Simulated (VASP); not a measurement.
# Sc (P6_3/mmc) in VASP: settings compared

One crystal, Sc, is run at these levels: PBEsol, RPBE; tasks: single point, relaxation of cell and atoms.

Program: VASP 6.6.1. These are calculated values, not measurements. Logs are shortened: lines on timing, memory, paths and dates and some standing lists are left out, and cuts for length are marked.

## Step 1: Starting point

It takes space group P6_3/mmc (No. 194, hexagonal). The conventional cell has a = 3.291 Å, b = 3.291 Å, c = 5.333 Å, α = 90.00°, β = 90.00°, γ = 120.00°. Sc (site symmetry -6m2) is surrounded by 12 Sc at 3.27 to 3.29 Å.

## Step 2: Single point, PBEsol

INCAR

```
SYSTEM = Sc
PREC = Accurate ; ENCUT = 520
EDIFF = 1E-6 ; ISMEAR = 0
SIGMA = 0.1 ; LREAL = .FALSE.
LASPH = .TRUE. ; NELM = 80
ALGO = Fast ; ISIF = 2
LWAVE = .FALSE. ; LCHARG = .FALSE.
GGA = PS
```

KPOINTS

```
regular mesh
0
G
  15 15 8
  0 0 0
```

POSCAR

```
Sc
1.0
    3.2912249500      0.0000000000      0.0000000000
   -1.6456124800      2.8502844200      0.0000000000
    0.0000000000      0.0000000000      5.3325723900
Sc
2
Direct
    0.3333333300      0.6666666700      0.2500000000
    0.6666666700      0.3333333300      0.7500000000
```

Potentials or basis: VASP PAW PBE potentials, release 64 (Sc_sv).

Started as:

```console
$ cat potpaw_PBE.64/Sc_sv/POTCAR > POTCAR
$ mpirun -np 1 vasp_std > vasp.out
```

OUTCAR:

```text
SYSTEM = Sc
   PREC = Accurate
   ENCUT = 520
   EDIFF = 1E-6
   ISMEAR = 0
   LREAL = .FALSE.
   LASPH = .TRUE.
   NELM = 80
   ISIF = 2
   GGA = PS

 ion  position               nearest neighbor table
   1  0.333  0.667  0.250-   2 3.27   2 3.27   2 3.27   2 3.27   2 3.27   2 3.27
   2  0.667  0.333  0.750-   1 3.27   1 3.27   1 3.27   1 3.27   1 3.27   1 3.27

  LATTYP: Found a hexagonal cell.
 ALAT       =     3.2912249500
 C/A-ratio  =     1.6202394157

  Lattice vectors:

 A1 = (   3.2912249500,   0.0000000000,   0.0000000000)
 A2 = (  -1.6456124800,   2.8502844200,   0.0000000000)
 A3 = (   0.0000000000,   0.0000000000,   5.3325723900)

Analysis of symmetry for initial positions (statically):
=====================================================================
 Subroutine PRICEL returns:
 Original cell was already a primitive cell.

 Routine SETGRP: Setting up the symmetry group for a
 hexagonal supercell.

 Subroutine GETGRP returns: Found 24 space group operations
 (whereof 12 operations were pure point group operations)
 out of a pool of 24 trial point group operations.

The static configuration has the point symmetry D_3d.
 The point group associated with its full space group is D_6h.

Analysis of symmetry for dynamics (positions and initial velocities):
=====================================================================
 Subroutine PRICEL returns:
 Original cell was already a primitive cell.

 Routine SETGRP: Setting up the symmetry group for a
 hexagonal supercell.

 Subroutine GETGRP returns: Found 24 space group operations
 (whereof 12 operations were pure point group operations)
 out of a pool of 24 trial point group operations.

The dynamic configuration has the point symmetry D_3d.
 The point group associated with its full space group is D_6h.

 Subroutine INISYM returns: Found 24 space group operations
 (whereof 12 operations are pure point group operations),
 and found     1 'primitive' translations

----------------------------------------------------------------------------------------

                                     Primitive cell

  volume of cell :      50.0245

  direct lattice vectors                    reciprocal lattice vectors
     3.291224950  0.000000000  0.000000000     0.303838241  0.175421091  0.000000000
    -1.645612480  2.850284420  0.000000000     0.000000000  0.350842180  0.000000000
     0.000000000  0.000000000  5.332572390     0.000000000  0.000000000  0.187526756

  length of vectors
     3.291224950  3.291224956  5.332572390     0.350842181  0.350842180  0.187526756

  position of ions in fractional coordinates (direct lattice)
     0.333333330  0.666666670  0.250000000
     0.666666670  0.333333330  0.750000000

  ion indices of the primitive-cell ions
   primitive index   ion index
                 1           1
                 2           2

----------------------------------------------------------------------------------------

 KPOINTS: regular mesh

Automatic generation of k-mesh.
 Grid dimensions read from file:
 generate k-points for:   15   15    8

 Generating k-lattice:

  Cartesian coordinates                     Fractional coordinates (reciprocal lattice)
     0.020255883  0.011694739  0.000000000     0.066666667  0.000000000  0.000000000
     0.000000000  0.023389479  0.000000000     0.000000000  0.066666667  0.000000000
     0.000000000  0.000000000  0.023440844     0.000000000  0.000000000  0.125000000

  Length of vectors
     0.023389479  0.023389479  0.023440844

  Shift w.r.t. Gamma in fractional coordinates (k-lattice)
     0.000000000  0.000000000  0.000000000

 Subroutine IBZKPT returns following result:
 ===========================================

 Found    135 irreducible k-points:

 Following reciprocal coordinates:
            Coordinates               Weight
  0.000000  0.000000  0.000000      1.000000
  0.066667  0.000000  0.000000      6.000000
  0.133333  0.000000  0.000000      6.000000
  0.200000  0.000000  0.000000      6.000000
  0.266667  0.000000  0.000000      6.000000
  0.333333  0.000000  0.000000      6.000000
[... 16 lines left out ...]
  0.333333  0.200000  0.000000     12.000000
  0.400000  0.200000  0.000000      6.000000
 [... further k-points ...]
   k-points           NKPTS =    135   k-points in BZ     NKDIM =    135   number of bands    NBANDS=     15
   number of dos      NEDOS =    301   number of ions     NIONS =      2
   total plane-waves  NPLWV =  23040
   dimension x,y,z NGX =    24 NGY =   24 NGZ =   40
   dimension x,y,z NGXF=    48 NGYF=   48 NGZF=   80
   ions per type =               2
   NGX,Y,Z   is equivalent  to a cutoff of  12.12, 12.12, 12.47 a.u.
   NGXF,Y,Z  is equivalent  to a cutoff of  24.25, 24.25, 24.94 a.u.
 SYSTEM =  Sc
   PREC   = accura    normal or accurate (medium, high low for compatibility)
   ISTART =      0    job   : 0-new  1-cont  2-samecut
   ICHARG =      2    charge: 1-file 2-atom 10-const
   ISPIN  =      1    spin polarized calculation?
   LNONCOLLINEAR =      F non collinear calculations
   LSORBIT =      F    spin-orbit coupling
   LASPH  =      T    aspherical Exc in radial PAW
   ENCUT  =  520.0 eV  38.22 Ry    6.18 a.u.   6.12  6.12  9.92*2*pi/ulx,y,z
   NELM   =     80;   NELMIN=  2; NELMDL= -5     # of ELM steps
   EDIFF  = 0.1E-05   stopping-criterion for ELM
   LREAL  =      F    real-space projection
   EDIFFG = 0.1E-04   stopping-criterion for IOM
   NSW    =      0    number of steps for IOM
   IBRION =     -1    ionic relax: 0-MD 1-quasi-New 2-CG
   NFREE  =      0    steps in history (QN), initial steepest desc. (CG)
   ISIF   =      2    stress and relaxation
   ISYM   =      2    0-nonsym 1-usesym 2-fastsym
   POTIM  = 0.5000    time-step for ionic-motion
   TEBEG  =    0.0;   TEEND  =   0.0 temperature during run
   PSTRESS=    0.0 pullay stress
   NELECT =      22.0000    total number of electrons
   NUPDOWN=      -1.0000    fix difference up-down
   EMIN   =  10.00;   EMAX   =-10.00  energy-range for DOS
   EFERMI =   0.00;   METHOD = LEGACY
   ISMEAR =     0;   SIGMA  =   0.10  broadening in eV -4-tet -1-fermi 0-gaus
   EFERMI_NEDOS =   21; number of points for ismear=-14 and -15
   IALGO  =     68    algorithm
   IMIX   =      4    mixing-type and parameters
     AMIX     =   0.40;   BMIX     =  1.00
     AMIX_MAG =   1.60;   BMIX_MAG =  1.00
  volume/ion in A,a.u.               =      25.01       168.79
  Fermi-wavevector in a.u.,A,eV,Ry     =   1.244959  2.352630 21.087965  1.549922
  Thomas-Fermi vector in A             =   2.379202
   LORBIT       =      0    0 simple, 1 ext, 2 COOP (PROOUT), +10 PAW based schemes
   GGA     = PS    functional components
   LHFCALC =     F    Hartree Fock is set to
   AEXX    =    0.0000 exact exchange contribution
   IVDW    =     0    specifies the selected vdW correction
   LEPSILON=     F    determine dielectric tensor
   LRPA    =     F    only Hartree local field effects (RPA)
 non-spin polarized calculation
 RMM-DIIS sequential band-by-band and
 Gauss-broadening in eV      SIGMA  =   0.10
  energy-cutoff  :      520.00
  volume of cell :       50.02
 maximum number of plane-waves:      1368
   NGX = 13   NGY = 13   NGZ = 19

 number of electron      22.0000012 magnetization

 Free energy of the ion-electron system (eV)
  ---------------------------------------------------
  ext. energy  EPLUGINS =         0.00000000
  ---------------------------------------------------
  free energy    TOTEN  =       -13.18339904 eV

  energy without entropy =      -13.16065730  energy(sigma->0) =      -13.17202817

 E-fermi :   3.4978     XC(G=0):  -9.9310

 val. band max:        3.4976364682   @ k =   0.4000   0.2000   0.3750
 cond. band min:       3.5072446008   @ k =   0.4000   0.2000   0.3750
 fundamental gap:      0.0096081326
 Fermi energy:         3.4977666231

 k-point     1 :       0.0000    0.0000    0.0000
  band No.  band energies     occupation
      1     -45.7547      2.00000
      2     -45.6963      2.00000
      3     -24.6430      2.00000
      4     -24.3178      2.00000
      5     -24.3178      2.00000
      6     -24.2655      2.00000
      7     -24.2655      2.00000
      8     -24.2567      2.00000
      9      -1.6202      2.00000
     10       1.7884      2.00000
     11       3.8120      0.00001
     12       5.0940      0.00000
     13       5.0944      0.00000
     14       5.1067      0.00000
     15       5.4805      0.00000

 k-point     2 :       0.0667    0.0000    0.0000
  band No.  band energies     occupation
      1     -45.7526      2.00000
      2     -45.6953      2.00000
      3     -24.6375      2.00000
      4     -24.3300      2.00000
      5     -24.3218      2.00000
      6     -24.2782      2.00000
      7     -24.2673      2.00000
      8     -24.2588      2.00000
      9      -1.5217      2.00000
     10       1.8752      2.00000
     11       3.7416      0.00056
     12       4.8735      0.00000
     13       5.1653      0.00000
     14       5.2777      0.00000
     15       5.4516      0.00000

 k-point     3 :       0.1333    0.0000    0.0000
  band No.  band energies     occupation
      1     -45.7465      2.00000
      2     -45.6926      2.00000
      3     -24.6214      2.00000
      4     -24.3646      2.00000
      5     -24.3326      2.00000
      6     -24.3137      2.00000
      7     -24.2727      2.00000
      8     -24.2651      2.00000
      9      -1.2320      2.00000
     10       2.1195      2.00000
     11       3.5646      0.34469
     12       4.5709      0.00000
     13       5.2188      0.00000
     14       5.3912      0.00000
     15       5.5925      0.00000

 k-point     4 :       0.2000    0.0000    0.0000
  band No.  band energies     occupation
      1     -45.7373      2.00000
      2     -45.6888      2.00000
      3     -24.5964      2.00000
      4     -24.4159      2.00000
      5     -24.3649      2.00000
      6     -24.3482      2.00000
      7     -24.2810      2.00000
      8     -24.2757      2.00000
      9      -0.7699      2.00000
     10       2.4633      2.00000
     11       3.3466      1.96743
     12       4.2226      0.00000
     13       4.9945      0.00000
     14       5.3853      0.00000
     15       5.5196      0.00000
[... 307 lines left out ...]
 k-point    22 :       0.2667    0.2000    0.0000
  band No.  band energies     occupation
      1     -45.7029      2.00000
      2     -45.6797      2.00000
      3     -24.5394      2.00000
      4     -24.5101      2.00000
      5     -24.4888      2.00000
      6     -24.4171      2.00000
      7     -24.3585      2.00000
      8     -24.3355      2.00000
      9       1.3795      2.00000
     10       2.9793      2.00000
     11       3.1436      2.00000
     12       3.2774      1.99817
     13       4.5737      0.00000
     14       4.9398      0.00000
     15       5.0213      0.00000

 k-point    23 :       0.3333    0.2000    0.0000
  band No.  band energies     occupation
      1     -45.6955      2.00000
      2     -45.6799      2.00000
      3     -24.5644      2.00000
      4     -24.5134      2.00000
      5     -24.4595      2.00000
      6     -24.4431      2.00000
      7     -24.3723      2.00000
      8     -24.3569      2.00000
      9       2.0138      2.00000
     10       2.9549      2.00000
     11       2.9630      2.00000
     12       3.1794      1.99999
     13       4.5263      0.00000
     14       4.7349      0.00000
     15       5.2272      0.00000

 k-point    24 :       0.4000    0.2000    0.0000
  band No.  band energies     occupation
      1     -45.6923      2.00000
      2     -45.6805      2.00000
      3     -24.5731      2.00000
      4     -24.5123      2.00000
      5     -24.4548      2.00000
      6     -24.4453      2.00000
      7     -24.3771      2.00000
      8     -24.3682      2.00000
      9       2.3824      2.00000
     10       2.7805      2.00000
     11       2.9602      2.00000
     12       3.1181      2.00000
     13       4.5546      0.00000
     14       4.6153      0.00000
     15       5.3135      0.00000

 [... further k-points ...]
[... 5 lines left out ...]
  --------------------------------------------------------------------------------------
  -------------------------------------------------------------------------------------
  Total       -0.5897523     -0.5897523     -1.4833164      0.0000000      0.0000000      0.0000000
  in kB      -18.8885108    -18.8885109    -47.5074657      0.0000000      0.0000000      0.0000000
  external PRESSURE =     -28.4281625 kB  Pullay stress =       0.0000000 kB

 VOLUME and BASIS-vectors are now :
 -----------------------------------------------------------------------------
  energy-cutoff  :      520.00
  volume of cell :       50.02
      direct lattice vectors                 reciprocal lattice vectors
     3.291224950  0.000000000  0.000000000     0.303838241  0.175421091  0.000000000
    -1.645612480  2.850284420  0.000000000     0.000000000  0.350842180  0.000000000
     0.000000000  0.000000000  5.332572390     0.000000000  0.000000000  0.187526756

 POSITION                                       TOTAL-FORCE (eV/Angst)
 -----------------------------------------------------------------------------------
     -0.00000      1.90019      1.33314        -0.000000      0.000000      0.000000
      1.64561      0.95009      3.99943         0.000000      0.000000      0.000000
 -----------------------------------------------------------------------------------
    total drift:                               -0.000006      0.000003     -0.000000

  FREE ENERGIE OF THE ION-ELECTRON SYSTEM (eV)
  ---------------------------------------------------
  free  energy   TOTEN  =       -13.1833990381 eV

  energy  without entropy=      -13.1606573002  energy(sigma->0) =      -13.17202817
```

Run time: 34 s. Hardware: 1 thread of Intel Xeon 6975P-C (Granite Rapids), shared host; peak memory 0.21 GiB.

What came out:

```yaml
Free_energy: -13.1834 eV
Pressure: -2.8 GPa
Band_gap_on_the_k_mesh: none (metal or under the smearing width)
```

Caveat: the PAW data sets were made with another functional, which shifts forces and pressure a little.

## Step 3: Relaxation of cell and atoms, PBEsol

INCAR

```
SYSTEM = Sc
ALGO = Fast ; EDIFF = 1E-7
EDIFFG = -0.005 ; ENCUT = 580
GGA = PS ; IBRION = 2
ISIF = 3 ; ISMEAR = 0
LASPH = .TRUE. ; LCHARG = .FALSE.
LREAL = .FALSE. ; LWAVE = .FALSE.
NELM = 80 ; NSW = 90
PREC = Accurate ; SIGMA = 0.1
```

KPOINTS

```
k-points
0
G
  15 15 8
  0 0 0
```

POSCAR is that of step 2.

Potentials or basis: VASP PAW PBE potentials, release 64 (Sc_sv).

Started as:

```console
$ cat potpaw_PBE.64/Sc_sv/POTCAR > POTCAR
$ mpirun -np 1 vasp_std > vasp.out
```

Run time: 4.3 min. Hardware: 1 thread of Intel Xeon 6975P-C (Granite Rapids), shared host; peak memory 0.26 GiB.

It converged, with:

```
Free energy                            : -13.2222 eV
Relaxed volume                         : 23.66 Å³/atom
Relaxed cell                           : a = 3.279 Å, b = 3.279 Å, c = 5.085 Å, α = 90.00°, β = 90.00°, γ = 120.00°
Space group after relaxing (to 0.05 Å) : P6_3/mmc (No. 194)
Energy gained by relaxing              : 19.0 meV/atom
Ionic steps                            : 7
Pressure after relaxing                : 0.0 GPa
Band gap on the k mesh                 : none (metal or under the smearing width)
```

The path:
| step | energy change (eV) | largest force (eV/Å) | pressure (GPa) | volume (Å³) |
| --- | --- | --- | --- | --- |
| 1 | 0.0000 | 0.0000 | -2.79 | 50.02 |
| 2 | -0.0336 | 0.0000 | 0.55 | 46.93 |
| 3 | -0.0337 | 0.0000 | 0.41 | 47.04 |
| 4 | -0.0375 | 0.0000 | 0.17 | 47.20 |
| 5 | -0.0380 | 0.0000 | 0.04 | 47.28 |
| 6 | -0.0380 | 0.0000 | 0.04 | 47.29 |
| 7 | -0.0380 | 0.0000 | -0.01 | 47.33 |

Final structure:
```
Sc
1.0
     3.27850    0.00000    0.00000
    -1.63925    2.83927    0.00000
     0.00000    0.00000    5.08451
Sc
2
Direct
  0.33333 0.66667 0.25000
  0.66667 0.33333 0.75000
```

Levels at points of the mesh, in eV from the Fermi level:
| k point | band 7 | band 8 | band 9 | band 10 | band 11 | band 12 | band 13 | band 14 | band 15 |
| --- | --- | --- | --- | --- | --- | --- | --- | --- | --- |
| (0.00, 0.00, 0.00) | -27.58 | -27.55 | -5.21 | -1.69 | 0.75 | 1.63 | 1.63 | 1.94 | 2.12 |
| (0.00, 0.00, 0.50) | -27.62 | -27.62 | -3.60 | -3.60 | 1.02 | 1.02 | 1.54 | 1.54 | 1.54 |

Caveat: the PAW data sets were made with another functional, which shifts forces and pressure a little.

[end of part 1 of 2]
